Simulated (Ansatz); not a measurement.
**HfO2 in Ansatz: the effect of pseudo set**

HfO2:

```xyz
6
Lattice="3.5580 0.0000 0.0000 0.0000 3.5580 0.0000 0.0000 0.0000 5.1719" Properties=species:S:1:pos:R:3 pbc="T T T"
Hf    0.0000    0.0000    0.0000
Hf    1.7790    1.7790    2.5859
O     0.0000    1.7790    1.0199
O     1.7790    0.0000    1.5660
O     1.7790    0.0000    4.1519
O     0.0000    1.7790    3.6059
```

Measurements of this composition are mostly on another form, of space group No. 14.

Alike in all runs:

* Program: Ansatz 0.2.0
* Task: single point
* Functional: PBE
* k mesh: 8 × 8 × 5
* Occupations: fermi-dirac, width 0.05 eV
* Spin: no spin polarisation

| pseudo set | cutoff | pressure (GPa) | largest force (eV/Å) |
| --- | --- | --- | --- |
| Ansatz PAW | 420 eV (not typed: the program's choice for these potentials) | 10.0 | 0.14 |
| Ansatz PAW accurate | 900 eV | 10.1 | 0.14 |
| JTH PAW | 1380 eV (not typed: the program's choice for these potentials) | 7.3 | 0.13 |
| SPMS NC | 1034 eV (not typed: the program's choice for these potentials) | 7.6 | 0.07 |
| PseudoDojo standard | 1143 eV | ? | ? |
| PseudoDojo stringent | 1796 eV | 9.2 | 0.12 |
| Ansatz PAW earlier set | 930 eV (not typed: the program's choice for these potentials) | 10.1 | 0.14 |
| Ansatz NC | 1240 eV (not typed: the program's choice for these potentials) | 10.0 | 0.14 |

**Question.** What does the run with pseudo set PseudoDojo standard give?

**Answer.** Pressure 7.4 GPa; largest force 0.06 eV/Å.

The runs don't all hold the same shells in valence.
